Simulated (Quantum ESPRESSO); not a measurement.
The system is MoS2.

```
CELL_PARAMETERS angstrom
3.56395 0.00000 0.00000
-1.78197 3.08647 5.74939
1.78197 -3.08647 5.74939
ATOMIC_POSITIONS crystal
Mo 0.00000 0.00000 0.00000
S 0.33333 0.45933 0.79267
S 0.66667 0.54067 0.20733
Mo 0.00000 0.50000 0.50000
S 0.33333 0.95933 0.29267
S 0.66667 0.04067 0.70733
```

Measurements of this composition are mostly on another form, of space group No. 194.

A run of Quantum ESPRESSO 7.5 on this cell left the log below. Logs are shortened: lines on timing, memory, paths and dates and some standing lists are left out, and cuts for length are marked.

```text
This program is part of the open-source Quantum ESPRESSO suite
     for quantum simulation of materials; please cite
[... 13 lines left out ...]
     --------------------
     sticks:   dense  smooth     PW     G-vecs:    dense   smooth      PW
     Sum        2383    1195    351                98491    34773    5675

     Using Slab Decomposition

     bravais-lattice index     =            0
     lattice parameter (alat)  =       6.7349  a.u.
     unit-cell volume          =     853.5738 (a.u.)^3
     number of atoms/cell      =            6
     number of atomic types    =            4
     number of electrons       =        52.00
     number of Kohn-Sham states=           39
     kinetic-energy cutoff     =      45.0000  Ry
     charge density cutoff     =     360.0000  Ry
     scf convergence threshold =      2.4E-07
     mixing beta               =       0.7000
     number of iterations used =           20  plain     mixing
     Exchange-correlation= SLA  PW   PSX  PSC
                           (   1   4  10   8   0   0   0)
     Hubbard projectors: atomic
     Hubbard parameters of DFT+U (Dudarev formulation) in eV:
     U(Mo1-4d) =  5.0000
     U(Mo2-4d) =  5.0000

     Internal variables: lda_plus_u =T, lda_plus_u_kind = 0

     Internal variables: orbital_resolved =F, hub_pot_fix =F, apply_U = F

     celldm(1)=   6.734883  celldm(2)=   0.000000  celldm(3)=   0.000000
     celldm(4)=   0.000000  celldm(5)=   0.000000  celldm(6)=   0.000000

     crystal axes: (cart. coord. in units of alat)
               a(1) = (   1.000000   0.000000   0.000000 )
               a(2) = (  -0.500000   0.866025   1.613208 )
               a(3) = (   0.500000  -0.866025   1.613208 )

     reciprocal axes: (cart. coord. in units 2 pi/alat)
               b(1) = (  1.000000  0.577350  0.000000 )
               b(2) = ( -0.000000  0.577350  0.309942 )
[... 694 lines left out ...]

   -53.2321 -51.7731 -27.4981 -27.3734 -27.3614 -25.8845 -25.7660 -25.7394
    -5.4532  -4.5927  -3.8726  -3.7559   1.9596   2.1405   3.8958   3.9329
     3.9700   4.1096   4.8833   5.9195   6.3590   6.6255   6.8005   7.1263
     7.6673   7.6802   7.8308  10.1839  10.3950  11.0268  11.6073  11.6383
    11.7954  12.5447  13.3852  13.5409  13.6378  14.4775  15.4750

          k = 0.0000-0.1443 0.0775 (  4342 PWs)   bands (ev):

   -53.2341 -51.7703 -27.4956 -27.3733 -27.3611 -25.8879 -25.7667 -25.7400
    -5.2556  -4.5075  -4.0927  -3.9632   2.2511   2.4299   3.7727   3.9897
     4.0767   4.3027   5.0893   5.6863   5.8530   6.1716   6.7604   6.7993
     7.3649   7.7350   7.9944  10.0994  10.7389  10.9007  11.4155  11.6604
    11.7569  12.2415  13.9486  14.5046  14.5983  15.2564  16.1135
[... 99 lines left out ...]
   -53.2303 -51.7666 -27.4856 -27.4416 -27.3633 -25.8809 -25.8272 -25.7546
    -4.5036  -4.3590  -4.0296  -3.8527   2.0854   2.6564   3.7122   3.8731
     4.0909   4.4375   4.7694   5.1904   5.4443   5.6696   5.8339   6.4978
     6.8323   7.1361   7.7876  10.6282  10.6914  11.1163  11.4235  11.7743
    12.3479  12.3583  14.1889  14.6328  14.9771  15.6688  16.5709

          k =-0.5000 0.0000-0.1550 (  4358 PWs)   bands (ev):

   -53.2322 -51.7634 -27.4830 -27.4399 -27.3633 -25.8856 -25.8301 -25.7548
    -4.3541  -4.2224  -4.1792  -4.0162   2.3654   2.6703   3.8102   3.8384
     4.2847   4.2954   4.6605   4.8207   5.1703   5.6556   5.9609   6.1968
     7.0532   7.1566   8.1010  10.3948  10.7669  10.8966  11.3336  11.5185
    12.1573  12.4068  15.2744  15.3672  15.7495  15.8872  16.6614
[... 59 lines left out ...]
   -53.2303 -51.7666 -27.4856 -27.4416 -27.3633 -25.8809 -25.8272 -25.7546
    -4.4588  -4.4259  -3.9669  -3.8933   2.0952   2.6504   3.6501   3.8625
     4.2260   4.4853   4.5706   5.2423   5.5261   5.6766   6.0011   6.1065
     7.0295   7.1396   7.7711  10.5830  10.6452  11.1939  11.3228  11.8208
    12.2098  12.6084  14.0940  14.8010  15.1750  15.4979  16.2281

     the Fermi energy is     7.8114 ev

!    total energy              =    -374.19790965 Ry
     estimated scf accuracy    <       0.00000005 Ry
     smearing contrib. (-TS)   =      -0.00050408 Ry
     internal energy E=F+TS    =    -374.19740558 Ry

     The total energy is F=E-TS. E is the sum of the following terms:
     one-electron contribution =    -161.08224874 Ry
     hartree contribution      =      98.79031149 Ry
     xc contribution           =     -71.59255699 Ry
     ewald contribution        =    -240.88622695 Ry
     Hubbard energy            =       0.57331561 Ry

     total magnetization       =     0.00 Bohr mag/cell
     absolute magnetization    =     5.45 Bohr mag/cell

     convergence has been achieved in  12 iterations

     negative rho (up, down):  1.271E-03 1.271E-03

     Forces acting on atoms (cartesian axes, Ry/au):

     atom    1 type  1   force =     0.00000000    0.00000000    0.00000000
     atom    2 type  2   force =     0.00000000    0.00560541   -0.02100343
     atom    3 type  2   force =     0.00000000   -0.00560541    0.02100343
     atom    4 type  3   force =     0.00000000    0.00000000    0.00000000
     atom    5 type  4   force =     0.00000000    0.00560881   -0.02100735
     atom    6 type  4   force =     0.00000000   -0.00560881    0.02100735

     Total force =     0.043482     Total SCF correction =     0.000310

     Computing stress (Cartesian axis) and pressure

     negative rho (up, down):  1.271E-03 1.271E-03
          total   stress  (Ry/bohr**3)                   (kbar)     P=      -65.37
  -0.00034459  -0.00000000   0.00000000          -50.69       -0.00        0.00
   0.00000000  -0.00054683   0.00007093            0.00      -80.44       10.43
   0.00000000   0.00007093  -0.00044168            0.00       10.43      -64.97

=------------------------------------------------------------------------------=
   JOB DONE.
=------------------------------------------------------------------------------=
```

What input gives this log?

Single point with PBEsol+U, collinear spin, antiferromagnetic start. The files as run (others can give the same):

pw.in
```
&CONTROL
  calculation = 'scf'
  prefix = 'pwscf'
  outdir = './tmp'
  pseudo_dir = './pseudo'
  tprnfor = .true.
  tstress = .true.
  disk_io = 'nowf'
/
&SYSTEM
  ibrav = 0
  nat = 6
  ntyp = 4
  ecutwfc = 45
  ecutrho = 360
  nbnd = 39
  occupations = 'smearing'
  smearing = 'gaussian'
  degauss = 0.00367493
  nspin = 2
  starting_magnetization(1) = 0.1429
  starting_magnetization(2) = 0
  starting_magnetization(3) = -0.1429
  starting_magnetization(4) = -0
/
&ELECTRONS
  conv_thr = 2.4d-07
  electron_maxstep = 100
  mixing_beta = 0.7
  mixing_ndim = 20
/
ATOMIC_SPECIES
Mo1   95.9500 mo_pbesol_v1.uspp.F.UPF
S1    32.0600 s_pbesol_v1.4.uspp.F.UPF
Mo2   95.9500 mo_pbesol_v1.uspp.F.UPF
S2    32.0600 s_pbesol_v1.4.uspp.F.UPF
CELL_PARAMETERS angstrom
   3.5639467600    0.0000000000    0.0000000000
  -1.7819733800    3.0864684300    5.7493858200
   1.7819733800   -3.0864684300    5.7493858200
ATOMIC_POSITIONS crystal
Mo1    0.0000000000    0.0000000000    0.0000000000
S1     0.3333333333    0.4593333333    0.7926666667
S1     0.6666666667    0.5406666667    0.2073333333
Mo2    0.0000000000    0.5000000000    0.5000000000
S2     0.3333333333    0.9593333333    0.2926666667
S2     0.6666666667    0.0406666667    0.7073333333
K_POINTS automatic
4 4 4 0 0 0
HUBBARD {atomic}
U Mo1-4d 5.0
U Mo2-4d 5.0
```

Potentials or basis: GBRV 1.5 PBEsol.
Launch:
```bash
$ OMP_NUM_THREADS=1 mpirun -n 2 pw.x -nk 2 -in pw.in > pw.out
```

Caveat: the k mesh is coarse (spacing up to 0.51 Å⁻¹), so the values aren't converged.
